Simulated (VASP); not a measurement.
Here is a VASP 6.6.1 calculation.

File INCAR:

```
SYSTEM = Fe
ALGO     = Normal         ! electronic algorithm
EDIFF    = 1E-7           ! SCF threshold, eV
EDIFFG   = -0.005         ! ionic threshold
ENCUT    = 600            ! plane-wave cutoff, eV
GGA      = PS             ! functional
IBRION   = 2              ! ionic algorithm
ISIF     = 3              ! what is computed and relaxed
ISMEAR   = 0              ! smearing method
ISPIN    = 2              ! spin polarisation
LASPH    = .True.         ! aspherical terms in the spheres
LCHARG   = .False.        ! write CHGCAR
LMAXMIX  = 4              ! l up to which the mixer works
LORBIT   = 11             ! projections on sites
LREAL    = .False.        ! projectors in reciprocal space
LWAVE    = .False.        ! write WAVECAR
MAGMOM   = 3              ! initial moments
NELM     = 100            ! most SCF steps
NSW      = 90             ! ionic steps
PREC     = Accurate       ! precision mode
SIGMA    = 0.1            ! smearing width, eV
```

Contents of KPOINTS:

```
k-points
0
Gamma
  20 20 20
  0 0 0
```

The input POSCAR:

```
Fe
1.0
   -1.4295500000      1.4295500000      1.4295500000
    1.4295500000     -1.4295500000      1.4295500000
    1.4295500000      1.4295500000     -1.4295500000
Fe
1
Direct
    0.0000000000      0.0000000000      0.0000000000
```

Potentials or basis: VASP PAW PBE potentials, release 64 (Fe).

Run with:

```console
$ cat potpaw_PBE.64/Fe/POTCAR > POTCAR
$ mpirun -np 1 vasp_std > vasp.out
```

**Question.** What does it give for the net moment?

**Answer.** 2.09 μB per cell.

**Question.** What does it give for the relaxed volume?

**Answer.** 10.80 Å³/atom.

**Question.** Estimate the relaxed cell.

**Answer.** a = 2.412 Å, b = 2.412 Å, c = 2.412 Å, α = 109.47°, β = 109.47°, γ = 109.47°.

**Question.** What does it give for the space group after relaxing (to 0.05 Å)?

**Answer.** Im-3m (No. 229).

Step by step:
```csv
step,energy change (eV),largest force (eV/Å),pressure (GPa),volume (Å³)
1,0.0000,0.0000,-13.87,11.69
2,0.0016,0.0000,19.59,10.06
3,-0.0411,0.0000,-0.43,10.82
4,-0.0411,0.0000,-0.08,10.81
5,-0.0411,0.0000,0.28,10.79
6,-0.0411,0.0000,-0.26,10.81
7,-0.0411,0.0000,0.01,10.80
```

Caveat: the PAW data sets were made with another functional, which shifts forces and pressure a little.
